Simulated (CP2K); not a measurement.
## HfS₂: one setting at a time in CP2K

Simulated with CP2K 2026.2. This is a test of settings. The cell began as a database structure and was relaxed with r2SCAN+rVV10 in plane waves (Ansatz 0.2.0). All runs are without spin polarisation.

The symmetry is P-3m1 (No. 164, trigonal); a = 3.630 Å, c = 5.879 Å in the conventional setting, 22.36 Å³ an atom. Around Hf lie 6 S at 2.54 Å; around S lie 3 Hf at 2.54 Å.

The base run uses PBE in the SZV-MOLOPT-SR basis.

```
&GLOBAL
 PROJECT run
 RUN_TYPE ENERGY_FORCE
 PRINT_LEVEL LOW
&END GLOBAL
&FORCE_EVAL
 METHOD QS
 STRESS_TENSOR ANALYTICAL
 &DFT
  BASIS_SET_FILE_NAME BASIS_MOLOPT
  POTENTIAL_FILE_NAME GTH_POTENTIALS
  &QS
   EXTRAPOLATION USE_GUESS
  &END QS
  &MGRID
   CUTOFF 350
   REL_CUTOFF 50
  &END MGRID
  &XC
   &XC_FUNCTIONAL PBE
   &END XC_FUNCTIONAL
  &END XC
  &KPOINTS
   SCHEME MONKHORST-PACK 5 5 3
   SYMMETRY F
   FULL_GRID F
  &END KPOINTS
  &SCF
   ADDED_MOS 9
   EPS_SCF 1e-6
   MAX_SCF 80
   &DIAGONALIZATION
   &END DIAGONALIZATION
   &MIXING
    METHOD BROYDEN_MIXING
    ALPHA 0.3
   &END MIXING
   &SMEAR
    METHOD FERMI_DIRAC
    ELECTRONIC_TEMPERATURE [K] 232
   &END SMEAR
   &PRINT
    &ITERATION_INFO
    &END ITERATION_INFO
   &END PRINT
  &END SCF
  &PRINT
   &BAND_STRUCTURE
    FILE_NAME bands.bs
    ADDED_MOS 6
    &KPOINT_SET
     UNITS B_VECTOR
     SPECIAL_POINT 0.00000000 0.00000000 0.00000000
     NPOINTS 0
    &END KPOINT_SET
    &KPOINT_SET
     UNITS B_VECTOR
     SPECIAL_POINT 0.50000000 0.00000000 0.00000000
     NPOINTS 0
    &END KPOINT_SET
    &KPOINT_SET
     UNITS B_VECTOR
     SPECIAL_POINT 0.33333333 0.33333333 0.00000000
     NPOINTS 0
    &END KPOINT_SET
    &KPOINT_SET
     UNITS B_VECTOR
     SPECIAL_POINT 0.00000000 0.00000000 0.50000000
     NPOINTS 0
    &END KPOINT_SET
    &KPOINT_SET
     UNITS B_VECTOR
     SPECIAL_POINT 0.50000000 0.00000000 0.50000000
     NPOINTS 0
    &END KPOINT_SET
    &KPOINT_SET
     UNITS B_VECTOR
     SPECIAL_POINT 0.33333333 0.33333333 0.50000000
     NPOINTS 0
    &END KPOINT_SET
    &KPOINT_SET
     UNITS B_VECTOR
     SPECIAL_POINT -0.08333300 0.00260400 0.00260400
     NPOINTS 0
    &END KPOINT_SET
    &KPOINT_SET
     UNITS B_VECTOR
     SPECIAL_POINT 0.00000000 0.50000000 0.50000000
     NPOINTS 0
    &END KPOINT_SET
    &KPOINT_SET
     UNITS B_VECTOR
     SPECIAL_POINT 0.00000000 0.25000000 0.25000000
     NPOINTS 0
    &END KPOINT_SET
   &END BAND_STRUCTURE
  &END PRINT
 &END DFT
 &SUBSYS
  &CELL
   A 3.63024505 0.00000000 0.00000000
   B -1.81512252 3.14388443 0.00000000
   C 0.00000000 0.00000000 5.87870630
  &END CELL
  &COORD
   SCALED
   Hf 0.00000000 0.00000000 -0.00000000
   S 0.66666667 0.33333333 0.75538008
   S 0.33333333 0.66666667 0.24461992
  &END COORD
  &KIND Hf
   BASIS_SET SZV-MOLOPT-SR-GTH
   POTENTIAL GTH-PBE
  &END KIND
  &KIND S
   BASIS_SET SZV-MOLOPT-SR-GTH
   POTENTIAL GTH-PBE
  &END KIND
 &END SUBSYS
 &PRINT
  &STRESS_TENSOR
  &END STRESS_TENSOR
  &FORCES
  &END FORCES
 &END PRINT
&END FORCE_EVAL
```

Command: `cp2k.psmp -i run.inp`. It took 4 s on 2 threads of Arm Neoverse V1 (shared host), peak memory 0.21 GiB.

It converged with a gap of 0.73 eV and a pressure of -9.98 GPa (positive in compression). Pressures on CP2K's grid carry noise of some tenths of a GPa.

Each further run moved one setting: REL_CUTOFF (grid cutoff relative to the Gaussians, in Ry); ELECTRONIC_TEMPERATURE (smearing temperature in K); KPOINTS (Monkhorst-Pack mesh); CUTOFF (density grid cutoff in Ry); CHARGE (charge of the cell). Changes are from the base run, which isn't itself converged in every setting; energies of another Hamiltonian, functional, basis or charge aren't compared, and those at a high electronic temperature are mostly its entropy term. CP2K's gap is over the listed points.

| setting | how it ended | gap change (eV) | energy change (meV/atom) | pressure change (GPa) | time (s) |
| --- | --- | --- | --- | --- | --- |
| REL_CUTOFF = 30 | converged | 0.00 | 0.1 | 0.00 | 3.3 |
| ELECTRONIC_TEMPERATURE = 1000 | converged | 0.00 | -0.1 | 0.00 | 4.2 |
| KPOINTS = 3x3x3 | converged | -0.05 | 39.2 | -0.07 | 3.6 |
| CUTOFF = 200 | converged | 0.00 | 0.0 | 0.01 | 3.4 |
| KPOINTS = 7x7x7 | converged | 0.02 | -11.5 | -0.03 | 6.2 |
| CHARGE = 1 (poor on purpose) | converged | – | – | – | 4.2 |

REL_CUTOFF = 30 changes nothing that matters here. ELECTRONIC_TEMPERATURE = 1000 changes nothing that matters here. CUTOFF = 200 changes nothing that matters here.

Spin-orbit coupling is left out.
